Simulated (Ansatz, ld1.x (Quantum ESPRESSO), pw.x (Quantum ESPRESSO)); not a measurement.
# Equation-of-state test of one TM potential (barium)

```
Element                 : Ba
Generator               : ld1.x (Quantum ESPRESSO) 7.5
Type                    : norm-conserving Troullier–Martins (Kleinman–Bylander form)
Functional              : PBE
Relativity              : scalar-relativistic
Frozen core             : [Xe]
Valence charge          : 2
Reference configuration : 5d0 6s2 6p0
Partial waves           : 6s (bound): rc 3.65 bohr; 5d (bound, empty): rc 4.15 bohr; 6p (bound, empty): rc 3.80 bohr
Local potential         : the p channel
Core correction         : Bessel-smoothed model core, default radius (core density twice the valence density)
```

Atomic tests: cutoffs needed: 6 Ry and 6 Ry (the cutoffs (Ry, on a coarse ladder) from which the occupation-weighted sum of valence levels, in a spherical-Bessel basis at the reference potential, stays within 10 and 1 mRy of its value at 400 Ry); ghost test: ghost state, extra bound levels that the all-electron valence spectrum of the same l lacks: s at -29.9 eV; a true bound ghost makes a file unfit for plane-wave use (spherical-Bessel basis up to 400 Ry, 20 bohr box); largest excitation error: -58 meV (all-electron minus pseudo) for 5d1 6s0 6p0, out of 7 test configurations.

Crystal test: fcc Ba in pw.x 7.5, no spin, 9³ k-points, Fermi–Dirac smearing 0.01 Ry, cutoffs 50/200 Ry. The reference is all-electron LAPW (Ansatz 0.2.0) with the same functional, mesh and smearing; V0 and B0 come from Birch–Murnaghan fits to the pressures at five volumes. Errors are pseudo minus all-electron; Δ is the rms difference of the E(V) curves that follow from these fits, minima aligned, over ±6 % about the mean V0. Mesh and smearing are coarse, so the numbers serve the comparison and aren't converged zero-temperature values; the lattice is a test structure that the element need not adopt.

```
V (Å³/atom)  P all-electron (GPa)  P pseudo (GPa)
     61.159                  0.44            0.15
     62.769                  0.21            0.12
     64.378                  0.00            0.09
     65.987                 -0.19            0.07
     67.597                 -0.37            0.05
```

All-electron: a0 = 6.363 Å (V0 = 64.40 Å³/atom), B0 = 8.0 GPa.

Pseudopotential: mean pressure error (GPa): +0.08. The pressure does not cross zero within the volumes sampled, so no fit is given. Note: ghost state, extra bound levels that the all-electron valence spectrum of the same l lacks: s at -29.9 eV. A true bound ghost makes a file unfit for plane-wave use. The logarithmic derivative shows an extra or strongly shifted pseudo pole above the reference energy (p near 1.86 Ry).

Task: At the middle volume, how do free energy and pressure move when the wave cutoff is lowered (ecutrho kept at four times it)?

Result:

```tsv
cutoff (Ry)	shift of F (meV/atom)	shift of P (GPa)
22	+31.0	-0.38
30	+3.5	-0.01
40	+0.8	-0.00
```

Input at the middle volume:

```
&control
  calculation='scf', prefix='x', pseudo_dir='./', outdir='./tmp', tstress=.true., disk_io='low'
/
&system
  ibrav=0, nat=1, ntyp=1, ecutwfc=50, ecutrho=200, nbnd=8,
  occupations='smearing', smearing='fd', degauss=0.01
/
&electrons
  conv_thr=1e-09, mixing_beta=0.4, electron_maxstep=70
/
ATOMIC_SPECIES
Ba 1.0 Ba.UPF
CELL_PARAMETERS angstrom
  0.00000000 3.18104023 3.18104023
  3.18104023 0.00000000 3.18104023
  3.18104023 3.18104023 0.00000000
ATOMIC_POSITIONS crystal
Ba 0.0000 0.0000 0.0000
K_POINTS automatic
9 9 9 0 0 0
```

```bash
pw.x < Ba.scf.in > Ba.scf.out
```

Lines of the output:

```
Message from routine setup:
     using ibrav=0 with symmetry is DISCOURAGED, use correct ibrav instead
     lattice parameter (alat)  =       8.5013  a.u.
     unit-cell volume          =     434.4443 (a.u.)^3
     number of electrons       =         2.00
     number of Kohn-Sham states=            8
     kinetic-energy cutoff     =      50.0000  Ry
     charge density cutoff     =     200.0000  Ry
     scf convergence threshold =      1.0E-09
     Exchange-correlation= PBE
     number of k points=    35  Fermi-Dirac smearing, width (Ry)=  0.0100
     iteration #  1     ecut=    50.00 Ry     beta= 0.40
     total energy              =      -9.89550058 Ry
     estimated scf accuracy    <       1.91921950 Ry
     iteration #  2     ecut=    50.00 Ry     beta= 0.40
     total energy              =      -9.44352406 Ry
     estimated scf accuracy    <       0.59700369 Ry
     iteration #  3     ecut=    50.00 Ry     beta= 0.40
     total energy              =      -9.51856033 Ry
     estimated scf accuracy    <       0.02067830 Ry
     iteration #  4     ecut=    50.00 Ry     beta= 0.40
     negative rho (up, down):  9.650E-05 0.000E+00
     total energy              =      -9.52156517 Ry
     estimated scf accuracy    <       0.01667233 Ry
     iteration #  5     ecut=    50.00 Ry     beta= 0.40
     negative rho (up, down):  3.178E-07 0.000E+00
     total energy              =      -9.52460883 Ry
     estimated scf accuracy    <       0.00006435 Ry
     iteration #  6     ecut=    50.00 Ry     beta= 0.40
     c_bands:  1 eigenvalues not converged
     total energy              =      -9.52462528 Ry
     estimated scf accuracy    <       0.00000824 Ry
     iteration #  7     ecut=    50.00 Ry     beta= 0.40
     total energy              =      -9.52462147 Ry
     estimated scf accuracy    <       0.00000549 Ry
     iteration #  8     ecut=    50.00 Ry     beta= 0.40
     total energy              =      -9.52462260 Ry
     estimated scf accuracy    <       0.00000001 Ry
     iteration #  9     ecut=    50.00 Ry     beta= 0.40
     total energy              =      -9.52462260 Ry
     estimated scf accuracy    <          2.2E-09 Ry
     iteration # 10     ecut=    50.00 Ry     beta= 0.40
     total energy              =      -9.52462261 Ry
     estimated scf accuracy    <          1.4E-09 Ry
     iteration # 11     ecut=    50.00 Ry     beta= 0.40
     the Fermi energy is    -2.0976 ev
!    total energy              =      -9.52462261 Ry
     estimated scf accuracy    <          3.0E-11 Ry
     smearing contrib. (-TS)   =      -0.00000000 Ry
     The total energy is F=E-TS. E is the sum of the following terms:
     one-electron contribution =      -0.68787529 Ry
     hartree contribution      =       1.21299296 Ry
     xc contribution           =      -8.52432445 Ry
     ewald contribution        =      -1.52541582 Ry
     convergence has been achieved in  11 iterations
          total   stress  (Ry/bohr**3)                   (kbar)     P=        0.94
```

The run at the middle volume (35 k-points, 11 iterations) took about 12 s on one core of a shared host (Neoverse-V1, 32 threads, 247 GiB, load 26).
